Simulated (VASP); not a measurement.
# AgCl (Chlorargyrite) (Fm-3m) in VASP: a series of runs

Aim: see how the results for AgCl (Chlorargyrite) move with the level of theory and the settings. Levels: PBE, r2SCAN. Tasks: single point, relaxation of cell and atoms.

All numbers are computed with VASP 6.6.1; they aren't measurements. Logs are shortened: lines on timing, memory, paths and dates and some standing lists are left out, and cuts for length are marked.

**Measured values to compare with.**

From a printed reference work, data compilation, for a bulk crystal of AgCl: band gap 3.249 eV (indirect).

The results are compared with them further down.

### 1 Starting point

It takes space group Fm-3m (No. 225, cubic). The conventional cell has a = 5.611 Å, b = 5.611 Å, c = 5.611 Å, α = 90.00°, β = 90.00°, γ = 90.00°. Around Ag (site symmetry m-3m) lie 6 Cl at 2.81 Å. Cl (site symmetry m-3m) has 6 Ag at 2.81 Å as nearest neighbours.

### 2 Single point, PBE

File INCAR:

```
  PREC = Accurate
  ENCUT = 520
  EDIFF = 1E-6
  ISMEAR = -1
  SIGMA = 0.02
  LREAL = F
  LASPH = T
  NELM = 60
  ALGO = Fast
  ISIF = 2
  LWAVE = F
  LCHARG = F
  GGA = PE
  NBANDS = 16
```

File KPOINTS:

```
Automatic mesh
0
Gamma
  8 8 8
```

File POSCAR:

```
AgCl
1.0
    0.0000000000      2.8053419179      2.8053419179
    2.8053419179      0.0000000000      2.8053419179
    2.8053419179      2.8053419179      0.0000000000
Ag Cl
1 1
Direct
    0.0000000000      0.0000000000      0.0000000000
    0.5000000000      0.5000000000      0.5000000000
```

Potentials or basis: VASP PAW PBE potentials, release 64 (Ag, Cl).

Launch:

```sh
$ cat potpaw_PBE.64/Ag/POTCAR potpaw_PBE.64/Cl/POTCAR > POTCAR
$ mpirun -np 1 vasp_std > vasp.out
```

OUTCAR:

```text
PREC = Accurate
   ENCUT = 520
   EDIFF = 1E-6
   ISMEAR = -1
   LREAL = F
   LASPH = T
   NELM = 60
   ISIF = 2
   GGA = PE

 ion  position               nearest neighbor table
   1  0.000  0.000  0.000-   2 2.81   2 2.81   2 2.81   2 2.81   2 2.81   2 2.81
   2  0.500  0.500  0.500-   1 2.81   1 2.81   1 2.81   1 2.81   1 2.81   1 2.81

  LATTYP: Found a face centered cubic cell.
 ALAT       =     5.6106838358

  Lattice vectors:

 A1 = (   0.0000000000,   2.8053419179,   2.8053419179)
 A2 = (   2.8053419179,   0.0000000000,   2.8053419179)
 A3 = (   2.8053419179,   2.8053419179,   0.0000000000)

Analysis of symmetry for initial positions (statically):
=====================================================================
 Subroutine PRICEL returns:
 Original cell was already a primitive cell.

 Routine SETGRP: Setting up the symmetry group for a
 face centered cubic supercell.

 Subroutine GETGRP returns: Found 48 space group operations
 (whereof 48 operations were pure point group operations)
 out of a pool of 48 trial point group operations.

The static configuration has the point symmetry O_h .

Analysis of symmetry for dynamics (positions and initial velocities):
=====================================================================
 Subroutine PRICEL returns:
 Original cell was already a primitive cell.

 Routine SETGRP: Setting up the symmetry group for a
 face centered cubic supercell.

 Subroutine GETGRP returns: Found 48 space group operations
 (whereof 48 operations were pure point group operations)
 out of a pool of 48 trial point group operations.

The dynamic configuration has the point symmetry O_h .

 Subroutine INISYM returns: Found 48 space group operations
 (whereof 48 operations are pure point group operations),
 and found     1 'primitive' translations

----------------------------------------------------------------------------------------

                                     Primitive cell

  volume of cell :      44.1558

  direct lattice vectors                    reciprocal lattice vectors
     0.000000000  2.805341918  2.805341918    -0.178231394  0.178231394  0.178231394
     2.805341918  0.000000000  2.805341918     0.178231394 -0.178231394  0.178231394
     2.805341918  2.805341918  0.000000000     0.178231394  0.178231394 -0.178231394

  length of vectors
     3.967352587  3.967352587  3.967352587     0.308705829  0.308705829  0.308705829

  position of ions in fractional coordinates (direct lattice)
     0.000000000  0.000000000  0.000000000
     0.500000000  0.500000000  0.500000000

  ion indices of the primitive-cell ions
   primitive index   ion index
                 1           1
                 2           2

----------------------------------------------------------------------------------------

 KPOINTS: Automatic mesh

Automatic generation of k-mesh.
 Grid dimensions read from file:
 generate k-points for:    8    8    8

 Generating k-lattice:

  Cartesian coordinates                     Fractional coordinates (reciprocal lattice)
    -0.022278924  0.022278924  0.022278924     0.125000000  0.000000000  0.000000000
     0.022278924 -0.022278924  0.022278924     0.000000000  0.125000000  0.000000000
     0.022278924  0.022278924 -0.022278924     0.000000000  0.000000000  0.125000000

  Length of vectors
     0.038588229  0.038588229  0.038588229

  Shift w.r.t. Gamma in fractional coordinates (k-lattice)
     0.000000000  0.000000000  0.000000000

 Subroutine IBZKPT returns following result:
 ===========================================

 Found     29 irreducible k-points:

 Following reciprocal coordinates:
            Coordinates               Weight
  0.000000  0.000000  0.000000      1.000000
  0.125000  0.000000  0.000000      8.000000
  0.250000  0.000000  0.000000      8.000000
  0.375000  0.000000  0.000000      8.000000
  0.500000  0.000000  0.000000      4.000000
  0.125000  0.125000  0.000000      6.000000
[... 16 lines left out ...]
  0.500000  0.250000  0.125000     48.000000
 -0.375000  0.250000  0.125000     24.000000
 [... further k-points ...]
   k-points           NKPTS =     29   k-points in BZ     NKDIM =     29   number of bands    NBANDS=     16
   number of dos      NEDOS =    301   number of ions     NIONS =      2
   total plane-waves  NPLWV =  27000
   dimension x,y,z NGX =    30 NGY =   30 NGZ =   30
   dimension x,y,z NGXF=    60 NGYF=   60 NGZF=   60
   ions per type =               1   1
   NGX,Y,Z   is equivalent  to a cutoff of  12.57, 12.57, 12.57 a.u.
   NGXF,Y,Z  is equivalent  to a cutoff of  25.14, 25.14, 25.14 a.u.
 SYSTEM =  unknown system
   PREC   = accura    normal or accurate (medium, high low for compatibility)
   ISTART =      0    job   : 0-new  1-cont  2-samecut
   ICHARG =      2    charge: 1-file 2-atom 10-const
   ISPIN  =      1    spin polarized calculation?
   LNONCOLLINEAR =      F non collinear calculations
   LSORBIT =      F    spin-orbit coupling
   LASPH  =      T    aspherical Exc in radial PAW
   ENCUT  =  520.0 eV  38.22 Ry    6.18 a.u.   7.38  7.38  7.38*2*pi/ulx,y,z
   NELM   =     60;   NELMIN=  2; NELMDL= -5     # of ELM steps
   EDIFF  = 0.1E-05   stopping-criterion for ELM
   LREAL  =      F    real-space projection
   EDIFFG = 0.1E-04   stopping-criterion for IOM
   NSW    =      0    number of steps for IOM
   IBRION =     -1    ionic relax: 0-MD 1-quasi-New 2-CG
   NFREE  =      0    steps in history (QN), initial steepest desc. (CG)
   ISIF   =      2    stress and relaxation
   ISYM   =      2    0-nonsym 1-usesym 2-fastsym
   POTIM  = 0.5000    time-step for ionic-motion
   TEBEG  =    0.0;   TEEND  =   0.0 temperature during run
   PSTRESS=    0.0 pullay stress
   NELECT =      18.0000    total number of electrons
   NUPDOWN=      -1.0000    fix difference up-down
   EMIN   =  10.00;   EMAX   =-10.00  energy-range for DOS
   EFERMI =   0.00;   METHOD = LEGACY
   ISMEAR =    -1;   SIGMA  =   0.02  broadening in eV -4-tet -1-fermi 0-gaus
   EFERMI_NEDOS =   21; number of points for ismear=-14 and -15
   IALGO  =     68    algorithm
   IMIX   =      4    mixing-type and parameters
     AMIX     =   0.40;   BMIX     =  1.00
     AMIX_MAG =   1.60;   BMIX_MAG =  1.00
  volume/ion in A,a.u.               =      22.08       148.99
  Fermi-wavevector in a.u.,A,eV,Ry     =   1.213864  2.293869 20.047704  1.473465
  Thomas-Fermi vector in A             =   2.349302
   LORBIT       =      0    0 simple, 1 ext, 2 COOP (PROOUT), +10 PAW based schemes
   GGA     = PE    functional components
   LHFCALC =     F    Hartree Fock is set to
   AEXX    =    0.0000 exact exchange contribution
   IVDW    =     0    specifies the selected vdW correction
   LEPSILON=     F    determine dielectric tensor
   LRPA    =     F    only Hartree local field effects (RPA)
 non-spin polarized calculation
 RMM-DIIS sequential band-by-band and
  energy-cutoff  :      520.00
  volume of cell :       44.16
 maximum number of plane-waves:      1243
 NGX is ok and might be reduce to    30
   NGX = 15   NGY = 15   NGZ = 15

 number of electron      17.9999995 magnetization

 Free energy of the ion-electron system (eV)
  ---------------------------------------------------
  ext. energy  EPLUGINS =         0.00000000
  ---------------------------------------------------
  free energy    TOTEN  =        -5.40123351 eV

  energy without entropy =       -5.40123351  energy(sigma->0) =       -5.40123351

 E-fermi :   3.8758     XC(G=0):  -9.7844

 val. band max:        3.3861101565   @ k =   0.5000   0.0000   0.0000
 cond. band min:       4.3061510610   @ k =   0.0000   0.0000   0.0000
 fundamental gap:      0.9200409046
 Fermi energy:         3.8757951853

 k-point     1 :       0.0000    0.0000    0.0000
  band No.  band energies     occupation
      1     -11.5348      2.00000
      2       1.0811      2.00000
      3       1.0811      2.00000
      4       1.0811      2.00000
      5       1.1203      2.00000
      6       1.1203      2.00000
[... 8 lines left out ...]
     15      16.4985      0.00000
     16      16.4985      0.00000

 k-point     2 :       0.1250    0.0000    0.0000
  band No.  band energies     occupation
      1     -11.4804      2.00000
      2       0.4154      2.00000
      3       0.4680      2.00000
      4       0.4680      2.00000
      5       1.1312      2.00000
      6       1.1312      2.00000
[... 8 lines left out ...]
     15      15.3629      0.00000
     16      16.0368      0.00000

 k-point     3 :       0.2500    0.0000    0.0000
  band No.  band energies     occupation
      1     -11.3441      2.00000
      2      -0.5632      2.00000
      3      -0.0782      2.00000
      4      -0.0782      2.00000
      5       1.2463      2.00000
      6       1.2463      2.00000
[... 8 lines left out ...]
     15      15.6517      0.00000
     16      15.8806      0.00000

 k-point     4 :       0.3750    0.0000    0.0000
  band No.  band energies     occupation
      1     -11.2000      2.00000
      2      -1.2995      2.00000
      3      -0.4267      2.00000
      4      -0.4267      2.00000
      5       1.3657      2.00000
      6       1.3657      2.00000
[... 8 lines left out ...]
     15      16.5279      0.00000
     16      16.5279      0.00000

 k-point     5 :       0.5000    0.0000    0.0000
  band No.  band energies     occupation
      1     -11.1377      2.00000
      2      -1.5692      2.00000
      3      -0.5462      2.00000
      4      -0.5462      2.00000
      5       1.4165      2.00000
      6       1.4165      2.00000
[... 8 lines left out ...]
     15      17.1257      0.00000
     16      17.1261      0.00000

 k-point     6 :       0.1250    0.1250    0.0000
  band No.  band energies     occupation
      1     -11.4643      2.00000
      2      -0.0502      2.00000
      3       0.7443      2.00000
      4       0.7443      2.00000
      5       1.0373      2.00000
      6       1.1455      2.00000
[... 8 lines left out ...]
     15      17.2785      0.00000
     16      17.4337      0.00000

 k-point     7 :       0.2500    0.1250    0.0000
  band No.  band energies     occupation
      1     -11.3603      2.00000
      2      -0.5914      2.00000
      3       0.2168      2.00000
      4       0.2839      2.00000
      5       1.0995      2.00000
      6       1.2651      2.00000
[... 8 lines left out ...]
     15      16.7865      0.00000
     16      17.2803      0.00000

 k-point     8 :       0.3750    0.1250    0.0000
  band No.  band energies     occupation
      1     -11.2236      2.00000
      2      -1.0847      2.00000
      3      -0.3353      2.00000
      4      -0.1838      2.00000
      5       1.2329      2.00000
      6       1.3886      2.00000
[... 8 lines left out ...]
     15      17.1769      0.00000
     16      17.2367      0.00000

 k-point     9 :       0.5000    0.1250    0.0000
  band No.  band energies     occupation
      1     -11.1353      2.00000
      2      -1.3993      2.00000
      3      -0.5318      2.00000
      4      -0.4595      2.00000
      5       1.3614      2.00000
      6       1.4299      2.00000
[... 8 lines left out ...]
     15      17.2766      0.00000
     16      17.9483      0.00000
[... 172 lines left out ...]
 k-point    19 :       0.5000    0.3750    0.0000
  band No.  band energies     occupation
      1     -11.1222      2.00000
      2      -0.7393      2.00000
      3       0.0490      2.00000
      4       0.1934      2.00000
      5       1.0019      2.00000
      6       1.4886      2.00000
[... 8 lines left out ...]
     15      18.2429      0.00000
     16      18.7505      0.00000

 k-point    20 :      -0.3750    0.3750    0.0000
  band No.  band energies     occupation
      1     -11.0986      2.00000
      2      -0.5898      2.00000
      3      -0.5433      2.00000
      4      -0.1892      2.00000
      5       1.2025      2.00000
      6       1.4724      2.00000
[... 8 lines left out ...]
     15      17.1230      0.00000
     16      19.1893      0.00000

 k-point    21 :       0.5000    0.5000    0.0000
  band No.  band energies     occupation
      1     -11.1191      2.00000
      2      -0.6837      2.00000
      3       0.5120      2.00000
      4       0.5120      2.00000
      5       0.7854      2.00000
      6       1.2940      2.00000
[... 8 lines left out ...]
     15      18.5436      0.00000
     16      18.5438      0.00000

 k-point    22 :       0.3750    0.2500    0.1250
  band No.  band energies     occupation
      1     -11.2606      2.00000
      2      -0.9233      2.00000
      3      -0.1570      2.00000
      4       0.2056      2.00000
      5       1.1671      2.00000
      6       1.3536      2.00000
[... 8 lines left out ...]
     15      17.4903      0.00000
     16      18.6170      0.00000

 k-point    23 :       0.5000    0.2500    0.1250
  band No.  band energies     occupation
      1     -11.1575      2.00000
      2      -1.1152      2.00000
      3      -0.4348      2.00000
      4      -0.1796      2.00000
      5       1.2763      2.00000
      6       1.4241      2.00000
[... 8 lines left out ...]
     15      17.7096      0.00000
     16      18.3978      0.00000

 k-point    24 :      -0.3750    0.2500    0.1250
  band No.  band energies     occupation
      1     -11.1137      2.00000
      2      -1.1704      2.00000
      3      -0.4723      2.00000
      4      -0.4358      2.00000
      5       1.3563      2.00000
      6       1.4193      2.00000
[... 8 lines left out ...]
     15      16.8056      0.00000
     16      18.2551      0.00000

 [... further k-points ...]

------------------------ aborting loop because EDIFF is reached ----------------------------------------

  FORCE on cell =-STRESS in cart. coord.  units (eV):
  Direction    XX          YY          ZZ          XY          YZ          ZX
  --------------------------------------------------------------------------------------
  -------------------------------------------------------------------------------------
  Total       -0.0357138     -0.0357138     -0.0357138      0.0000000      0.0000000      0.0000000
  in kB       -1.2958646     -1.2958646     -1.2958646      0.0000000      0.0000000      0.0000000
  external PRESSURE =      -1.2958646 kB  Pullay stress =       0.0000000 kB

 VOLUME and BASIS-vectors are now :
 -----------------------------------------------------------------------------
  energy-cutoff  :      520.00
  volume of cell :       44.16
      direct lattice vectors                 reciprocal lattice vectors
     0.000000000  2.805341918  2.805341918    -0.178231394  0.178231394  0.178231394
     2.805341918  0.000000000  2.805341918     0.178231394 -0.178231394  0.178231394
     2.805341918  2.805341918  0.000000000     0.178231394  0.178231394 -0.178231394

 POSITION                                       TOTAL-FORCE (eV/Angst)
 -----------------------------------------------------------------------------------
      0.00000      0.00000      0.00000         0.000000      0.000000      0.000000
      2.80534      2.80534      2.80534         0.000000      0.000000     -0.000000
 -----------------------------------------------------------------------------------
    total drift:                               -0.000000      0.000000      0.000000

  FREE ENERGIE OF THE ION-ELECTRON SYSTEM (eV)
  ---------------------------------------------------
  free  energy   TOTEN  =        -5.4012335079 eV

  energy  without entropy=       -5.4012335079  energy(sigma->0) =       -5.40123351
```

Run time: 28 s. Hardware: 1 thread of Intel Xeon Platinum 8488C (Sapphire Rapids), shared host; peak memory 0.16 GiB.

What came out:

- Free energy: -5.4012 eV
- Pressure: -0.1 GPa
- Band gap on the k mesh: 0.92 eV, indirect (least direct gap 3.08 eV)

[end of part 1 of 2]
